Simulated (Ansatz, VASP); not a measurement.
**One calculation of CdTe, two programs**

File INCAR:

```
  ALGO = Normal
  EDIFF = 1E-7
  ENCUT = 520
  GGA = PE
  ISIF = 2
  ISMEAR = 0
  LASPH = T
  LCHARG = F
  LREAL = F
  LWAVE = F
  NBANDS = 16
  NELM = 80
  PREC = Accurate
  SIGMA = 0.05
```

File KPOINTS:

```
k-points
0
Gamma
  10 10 10
```

File POSCAR:

```
CdTe
1.0
    0.0000000000      3.3091837587      3.3091837587
    3.3091837587      0.0000000000      3.3091837587
    3.3091837587      3.3091837587      0.0000000000
Cd Te
1 1
Direct
    0.0000000000      0.0000000000      0.0000000000
    0.2500000000      0.2500000000      0.2500000000
```

Input for Ansatz:

```yaml
crystal:
  lattice:
    - [0.0, 3.3091837587, 3.3091837587]
    - [3.3091837587, 0.0, 3.3091837587]
    - [3.3091837587, 3.3091837587, 0.0]
  atoms:
    - { symbol: Cd, position: [0.0, 0.0, 0.0] }
    - { symbol: Te, position: [0.25, 0.25, 0.25] }
basis:
  ecutwfc: 420
  ecutrho_ratio: 4
kpoints:
  mp_grid: { grid: [10, 10, 10] }
hamiltonian:
  xc: pbe
scf:
  occupations: { method: gaussian, width: 0.05 }
output:
  forces: true
  stress: true
  eigenvalues: true
```

Alike in both runs: task single point; functional PBE; k mesh 10 × 10 × 10; occupations gaussian, width 0.05 eV; no spin polarisation.

```csv
,VASP,Ansatz
version,VASP 6.6.1,Ansatz 0.2.0
potentials or method,"VASP PAW PBE potentials, release 64 (Cd, Te)","scalar-relativistic, plane waves, PAW"
plane-wave cutoff (eV),520,420
valence electrons in the cell,18,36
```

Ansatz gave:

```
gap on the k mesh at the Fermi level (eV) : 0.59
least direct gap on the mesh (eV)         : 0.59
pressure (GPa)                            : 0.0
```

Question: Which values does VASP return?

Answer: gap on the k mesh at the Fermi level (eV): 0.58; least direct gap on the mesh (eV): 0.58; pressure (GPa): 0.1.

The functional is the same, so the differences come from potentials, cutoffs and numerics. The two sets of potentials don't hold the same shells in valence.

Caveats: spin-orbit coupling is left out, which moves the levels of the heavy elements. A hybrid or GW would open this gap; PBE tends to underestimate it.
